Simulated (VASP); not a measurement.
Given:

```
ZnTe
1.0
    0.00000     3.04385     3.04385
    3.04385     0.00000     3.04385
    3.04385     3.04385     0.00000
Zn Te
1 1
Direct
  0.00000   0.00000   0.00000
  0.25000   0.25000   0.25000
```

All values below come from r2SCAN+rVV10, VASP's PBE PAW potentials (set 64) (plane waves; VASP). Run with 520 eV cut-off, 8×8×8 Γ-centred mesh, tetrahedra with Blöchl corrections, potentials Zn Te.

Q: The job: ZnTe (zinc blende), 2 atoms, r2SCAN+rVV10, static run, 520 eV, 8×8×8 Γ-centred mesh. Roughly how much core time does it take on a busy server core?

A: About 2 core-minutes (one run on a shared machine, a rough figure). It had 29 irreducible k-points, 13 bands, up to 1540 plane waves and 18 electronic steps.

The compound is ZnTe in the zinc blende structure. It was relaxed first.
